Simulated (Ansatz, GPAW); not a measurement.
Given: the input of a run of Ansatz 0.2.0 on Ca (Calcium). 

File input.yaml:

```yaml
crystal:
  lattice:
    - [0.0, 2.7942, 2.7942]
    - [2.7942, 0.0, 2.7942]
    - [2.7942, 2.7942, 0.0]
  atoms:
    - { symbol: Ca, position: [0.0, 0.0, 0.0] }
hamiltonian:
  xc: rpbe
  pseudopotentials: { kind: paw }
kpoints:
  mp_grid: { grid: [8, 8, 8] }
scf:
  occupations: { method: gaussian, width: 0.1 }
output:
  forces: true
  stress: true
  eigenvalues: true
  write_density: true
  write_potential: true
  elf: true
  volumetric_format: npy
```

Potentials or basis: Ansatz PAW.

Run with:

```console
$ ansatz run input.yaml --threads 1 --pin off --max-ram 3584MiB --backend cpu --events-out ev --progress --plain --runs-dir out
```

Problem. Translate it to GPAW 26.7.0 (ASE script). Potentials or basis there: the program's PAW data sets (release 1.2.1) made for this functional, cutoff 600 eV.

Solution. As run (cutoffs and basis follow the program's own potentials, and thresholds, step limits or extra output files can differ):

run.py

```python
from ase.dft.bandgap import bandgap
from ase.io import read, write
from ase.units import GPa
from gpaw import GPAW, PW

atoms = read('POSCAR')

calc = GPAW(mode=PW(600),
            xc='RPBE',
            kpts={'size': (8, 8, 8), 'gamma': True},
            occupations={'name': 'methfessel-paxton', 'order': 0, 'width': 0.1},
            nbands=12,
            convergence={'density': 1e-05, 'energy': 1e-05},
            maxiter=150,
            txt='gpaw.txt')
atoms.calc = calc
energy = atoms.get_potential_energy()
forces = atoms.get_forces()
stress = atoms.get_stress()
calc.write('gs.gpw')
write('result.traj', atoms)
print(f'Energy: {energy:.6f} eV')
print('Forces (eV/A):')
print(forces.round(4))
print('Stress (GPa):', (stress / GPa).round(3))
print('Fermi level:', round(calc.get_fermi_level(), 4), 'eV')
print(f'Gap: {bandgap(calc)[0]:.4f} eV, direct: {bandgap(calc, direct=True)[0]:.4f} eV')
```

POSCAR

```
Ca
1.0
    0.0000000000      2.7942000000      2.7942000000
    2.7942000000      0.0000000000      2.7942000000
    2.7942000000      2.7942000000      0.0000000000
Ca
1
Direct
    0.0000000000      0.0000000000      0.0000000000
```

Potentials or basis: the program's PAW data sets (release 1.2.1) made for this functional, pw.

Run with:

```bash
$ OMP_NUM_THREADS=1 python run.py
```

Both were run:

|  | Ansatz | GPAW |
| --- | --- | --- |
| Pressure | 0.3 GPa | 0.3 GPa |

Ansatz's pressure holds a Pulay term of +0.01 GPa for its cutoff of 420 eV, which the other run lacks.

Ansatz's potentials were made for PBE.

Where Ansatz's input types no cutoff or centring, it takes its own default and a Γ-centred mesh.

Pressure is positive in compression.
